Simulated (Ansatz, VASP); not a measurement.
**One calculation of Be, two programs**

File INCAR:

```
PREC = Accurate ; ENCUT = 520
EDIFF = 1E-7 ; ISMEAR = -1
SIGMA = 0.1 ; LREAL = F
LASPH = T ; NELM = 100
ALGO = Normal ; ISIF = 2
LWAVE = F ; LCHARG = T
GGA = PS ; LELF = T
LVHAR = T ; NBANDS = 7
```

KPOINTS

```
regular mesh
0
Gamma
  16 16 16
```

File POSCAR:

```
Be
1.0
    2.1937684552      0.0000000000      0.0000000000
    0.0000000000      2.1937684552      0.0000000000
    0.0000000000      0.0000000000      2.1937684552
Be
1
Direct
    0.0000000000      0.0000000000      0.0000000000
```

Input for Ansatz:

```yaml
crystal:
  lattice:
    - [2.1937684552, 0.0, 0.0]
    - [0.0, 2.1937684552, 0.0]
    - [0.0, 0.0, 2.1937684552]
  atoms:
    - { symbol: Be, position: [0.0, 0.0, 0.0] }
hamiltonian:
  xc: pbesol
  pseudopotentials:
    kind: paw
    azcp:
      Be: "pseudopotentials/Be.paw.azcp"
basis:
  ecutwfc: 420
  fft_grid_basis: typed
kpoints:
  mp_grid: { grid: [16, 16, 16], shift: [0, 0, 0] }
magnetization:
  spin_polarized: false
scf:
  occupations: { method: fermi_dirac, width: 0.1 }
  lower_state_search: "off"
output:
  stress: true
```

Alike in both runs: task single point; functional PBEsol; k mesh 16 × 16 × 16; occupations fermi-dirac, width 0.1 eV; no spin polarisation.

|  | VASP | Ansatz |
| --- | --- | --- |
| version | VASP 6.6.1 | Ansatz 0.2.0 |
| potentials or method | VASP PAW PBE potentials, release 64 (Be) | plane waves (420 eV) with PAW, scalar-relativistic |
| plane-wave cutoff (eV) | 520 | 420 |
| valence electrons in the cell | 2 | 2 |

|  | VASP | Ansatz | Ansatz less VASP |
| --- | --- | --- | --- |
| pressure (GPa) | -2.5 | -2.6 | -0.18 |

Ansatz warned: «pseudo_functional_mismatch».

Caveats: the PAW data sets were made with another functional, which shifts forces and pressure a little (VASP).
